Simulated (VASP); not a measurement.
## A VASP 6.6.1 single-point calculation on SiC

INCAR

```
LASPH = .TRUE.
NBANDS = 11
PREC = Accurate
NSW = 0
ISMEAR = -1
IBRION = -1
ISIF = 2
EDIFF = 1E-6
LREAL = .FALSE.
LCHARG = .FALSE.
LWAVE = .FALSE.
ENCUT = 520
SIGMA = 0.02
GGA = PS
NELM = 64
LMAXMIX = 4
```

KPOINTS

```
KPOINTS created by Atomic Simulation Environment
0
Gamma
10 10 10
0 0 0
```

POSCAR

```
Si C
 1.0000000000000000
    -0.0444000000000000    1.9720000000000000    1.9421999999999999
     2.0186999999999999   -0.0989000000000000    1.9966999999999999
     1.9864999999999999    1.9943000000000000   -0.0668000000000000
 Si  C
   1   1
Cartesian
  1.9516700100000000  1.9732917699999999 -0.0082168700000000
  2.1014865899999999  1.7588326900000000  1.7757595999999998
```

The recommended PBE PAW datasets give the neutral cell 8 valence electrons.

Command

```
mpirun -np 1 vasp_std
```

OSZICAR

```
N       E                     dE             d eps       ncg     rms          rms(c)
DAV:   1     0.202859188817E+01    0.20286E+01   -0.41287E+03 11907   0.630E+02
DAV:   2    -0.154131396131E+02   -0.17442E+02   -0.16478E+02 13943   0.109E+02
DAV:   3    -0.158731222529E+02   -0.45998E+00   -0.45883E+00 13445   0.138E+01
DAV:   4    -0.158741593069E+02   -0.10371E-02   -0.10370E-02 12340   0.816E-01
DAV:   5    -0.158741617034E+02   -0.23965E-05   -0.23960E-05 13365   0.367E-02    0.904E+00
DAV:   6    -0.142888694438E+02    0.15853E+01   -0.52571E+00 12372   0.104E+01    0.392E+00
DAV:   7    -0.142415054669E+02    0.47364E-01   -0.34487E-01 13368   0.341E+00    0.162E+00
DAV:   8    -0.142340439841E+02    0.74615E-02   -0.17161E-02 12085   0.811E-01    0.296E-01
DAV:   9    -0.142335288775E+02    0.51511E-03   -0.23983E-03 13125   0.259E-01    0.104E-01
DAV:  10    -0.142334932229E+02    0.35655E-04   -0.20277E-04 11974   0.875E-02    0.355E-02
DAV:  11    -0.142334935685E+02   -0.34555E-06   -0.72600E-06 12642   0.206E-02
   1 F= -.14233494E+02 E0= -.14233340E+02  d E =-.307357E-03
```

From OUTCAR

```
k-points           NKPTS =    504   k-points in BZ     NKDIM =    504   number of bands    NBANDS=     11

   NELECT =       8.0000    total number of electrons

   dimension x,y,z NGX =    24 NGY =   24 NGZ =   24
   dimension x,y,z NGXF=    48 NGYF=   48 NGZF=   48

  energy-cutoff  :      520.00
  volume of cell :       16.46
      direct lattice vectors                 reciprocal lattice vectors
    -0.044400000  1.972000000  1.942200000    -0.241447356  0.249092785  0.256445662
     2.018700000 -0.098900000  1.996700000     0.243247957 -0.234147115  0.243300545
     1.986500000  1.994300000 -0.066800000     0.250810514  0.243509942 -0.241512521

 k-points in reciprocal lattice and weights: KPOINTS created by Atomic Simulation Env
   0.00000000  0.00000000  0.00000000       0.001
   0.10000000  0.00000000 -0.00000000       0.002
   0.20000000  0.00000000 -0.00000000       0.002
   0.30000000  0.00000000 -0.00000000       0.002
   0.40000000  0.00000000 -0.00000000       0.002
   0.50000000  0.00000000  0.00000000       0.001
  -0.00000000  0.10000000  0.00000000       0.002
   0.10000000  0.10000000 -0.00000000       0.002
   ...

 E-fermi :  12.4710

 k-point     1 :       0.0000    0.0000    0.0000
  band No.  band energies     occupation
      1      -6.1537      2.00000
      2      11.2417      2.00000
      3      12.3842      1.97429
      4      13.0281      0.00000
      5      18.8171      0.00000
      6      20.2673      0.00000
      7      21.0186      0.00000
      8      22.5404      0.00000
      9      25.0967      0.00000
     10      25.3497      0.00000
     11      26.6944      0.00000

 k-point     2 :       0.1000    0.0000   -0.0000
  band No.  band energies     occupation
      1      -5.9085      2.00000
      2      11.1088      2.00000
      3      11.4163      2.00000
      4      12.5104      0.24434
      5      19.2766      0.00000
      6      20.5549      0.00000
      7      20.7965      0.00000
      8      22.2140      0.00000
      9      23.7604      0.00000
     10      24.3141      0.00000
     11      26.5561      0.00000

 k-point     3 :       0.2000    0.0000   -0.0000
  band No.  band energies     occupation
      1      -5.1784      2.00000
      2       8.6545      2.00000
      3      10.9169      2.00000
      4      12.0741      2.00000
      5      19.0575      0.00000
      6      20.2142      0.00000
      7      20.9674      0.00000
      8      21.2647      0.00000
      9      23.3787      0.00000
     10      24.9156      0.00000
     11      26.4422      0.00000

 k-point     4 :       0.3000    0.0000   -0.0000
  band No.  band energies     occupation
      1      -3.9844      2.00000
      2       5.6466      2.00000
      3      10.6998      2.00000
      4      11.6881      2.00000
      5      18.2880      0.00000
      6      18.8986      0.00000
      7      19.8025      0.00000
      8      21.9082      0.00000
      9      24.7239      0.00000
     10      26.0563      0.00000
     11      28.0709      0.00000

 k-point     5 :       0.4000    0.0000   -0.0000
  band No.  band energies     occupation
      1      -2.4034      2.00000
      2       2.8815      2.00000
      3      10.5721      2.00000
      4      11.4333      2.00000
      5      17.6650      0.00000
      6      17.9326      0.00000
      7      19.1720      0.00000
      8      21.8361      0.00000
      9      26.0320      0.00000
     10      28.2694      0.00000
     11      30.5827      0.00000

 ...

  Total        1.1629592      1.1900176      3.3173790      1.1897386      1.7766009      0.1631012
  in kB      113.1658409    115.7988457    322.8092378    115.7717008    172.8784048     15.8711339
  external PRESSURE =     183.9246415 kB  Pullay stress =       0.0000000 kB

 POSITION                                       TOTAL-FORCE (eV/Angst)
 -----------------------------------------------------------------------------------
      1.95167      1.97329     -0.00822         0.551804     -0.500559     -1.870595
      2.10149      1.75883      1.77576        -0.551804      0.500559      1.870595
 -----------------------------------------------------------------------------------
    total drift:                                0.000803     -0.000543     -0.001057

  FREE ENERGIE OF THE ION-ELECTRON SYSTEM (eV)
  ---------------------------------------------------
  free  energy   TOTEN  =       -14.2334935685 eV

  energy  without entropy=      -14.2331862113  energy(sigma->0) =      -14.23333989
```

It converged. Results: gap between bands v and c on the k mesh -1.95 eV (bands overlap: a metal); least direct gap on the k mesh 2.11 eV; pressure 18.4 GPa; largest force 2.01 eV/Å. Band v is the last that the valence electrons fill when counted band by band, and c is the next.

For comparison, a separate PBEsol run of the intended cell, on usual settings and not on those above, gives a gap of -1.95 eV on its mesh and a pressure of 18.4 GPa.

The run above took about 58 s on one core of a shared host (Intel Xeon Platinum 8488C) and held 0.2 GiB at most.
